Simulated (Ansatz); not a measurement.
**Ti: element swaps in one structure**

The task here is to estimate one member of a computed series from the others.

Method: DFT PBEsol, scalar-relativistic, plane waves, PAW, in Ansatz 0.2.0.

1 further run of the same task is left out (set aside as unsound or not needed).

### The starting structure

The structure is hexagonal, space group P6/mmm (No. 191). Conventional cell: a = 4.515 Å, b = 4.515 Å, c = 2.799 Å, α = 90.00°, β = 90.00°, γ = 120.00°. Ti (site symmetry 6/mmm) is surrounded by 14 Ti at 2.80 to 2.96 Å. Ti (site symmetry -6m2) has 11 Ti at 2.61 to 2.96 Å as nearest neighbours.

As a file:

```cif
data_structure
_symmetry_space_group_name_H-M 'P 1'
_symmetry_Int_Tables_number 1
_cell_length_a 4.5153
_cell_length_b 4.5153
_cell_length_c 2.7988
_cell_angle_alpha 90.000
_cell_angle_beta 90.000
_cell_angle_gamma 120.000
_cell_volume 49.42
loop_
_atom_site_label
_atom_site_type_symbol
_atom_site_fract_x
_atom_site_fract_y
_atom_site_fract_z
_atom_site_occupancy
Ti1 Ti 0.00000 0.00000 0.00000 1
Ti2 Ti 0.33333 0.66667 0.50000 1
Ti3 Ti 0.66667 0.33333 0.50000 1
```

It goes back to an entry of the Materials Project, which need not be the stable form.

This cell was relaxed beforehand with the same method: volume 16.47 Å³/atom, gap on the mesh none (metal).

Set-up of the first run:

Input file input.yaml:

```yaml
crystal:
  lattice:
    - [4.1003728504, 0.0, 0.0]
    - [-2.0501864252, 3.5510270534, 0.0]
    - [0.0, 0.0, 2.5416080387]
  atoms:
    - { symbol: Mn, position: [0.0, 0.0, 0.0], spin: 4.0 }
    - { symbol: Mn, position: [0.3333333333, 0.6666666667, 0.5], spin: 4.0 }
    - { symbol: Mn, position: [0.6666666667, 0.3333333333, 0.5], spin: 4.0 }
basis:
  ecutwfc: 420
kpoints:
  mp_grid: { grid: [6, 6, 8] }
hamiltonian:
  xc: pbesol
scf:
  occupations: { method: gaussian, width: 0.1 }
  lower_state_search: "off"
output:
  forces: true
  stress: true
  eigenvalues: true
  populations: true
magnetization:
  spin_polarized: true
```

Started as:

```console
$ ansatz run input.yaml --threads 1 --pin off --max-ram 2560MiB --backend cpu --events-out ev --progress --plain --runs-dir out
```

Among the steps run: A first look at the start (Mn); Coarse relaxation (Mn); The relaxation (Mn).

One table of the session follows, with a row left open; its other results are not shown here.

Lengths are those of the vectors of the cell that was run:

```
   swap  volume (Å³/atom)  a (Å)  b (Å)  c (Å)
   none             16.47  4.515  4.515  2.799
Ti → Sc             23.47  5.044  5.044  3.195
Ti → Sn             26.30  5.331  5.331  3.205
Ti → Mn                 ?      ?      ?      ?
```

Estimate the missing values for Ti → Mn.

As computed: volume (Å³/atom): 10.38; a (Å): 3.852; b (Å): 3.852; c (Å): 2.424. In the column «volume (Å³/atom)» it is the lowest.

Lengths are those of the computed cell. Rows of earlier swaps come from the sessions before.

Caveats from the session: Warnings in the runs' records: seeded moment not kept.
